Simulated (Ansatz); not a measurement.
# Pt in Ansatz: the effect of functional

Pt:

```
Pt
1.0
     0.00000    1.92087    1.92087
     1.92087    0.00000    1.92087
     1.92087    1.92087    0.00000
Pt
1
Direct
  0.00000 0.00000 0.00000
```

The cell isn't the ideal one: volume scaled by 0.94.

Alike in all runs:

| Quantity | Value |
| --- | --- |
| Program | Ansatz 0.2.0 |
| Task | single point |
| Potentials or basis | Ansatz PAW |
| k mesh | 12 × 12 × 12 |
| Occupations | fermi-dirac, width 0.05 eV |
| Spin | no spin polarisation |

One run gave: pressure 25.5 GPa. Which functional did it use?
A. LDA
B. PBE
C. r2SCAN

C.

| functional | cutoff | pressure (GPa) |
| --- | --- | --- |
| LDA | 420 eV (not typed: the program's choice for these potentials) | 14.0 |
| r2SCAN | 500 eV (not typed: the program's choice for these potentials) | 25.5 |
| PBE | 420 eV (not typed: the program's choice for these potentials) | 32.1 |

Caveats: the PAW data sets come from PBE, with cores solved anew for the run's functional, which leaves a small shift of forces and pressure (some runs).
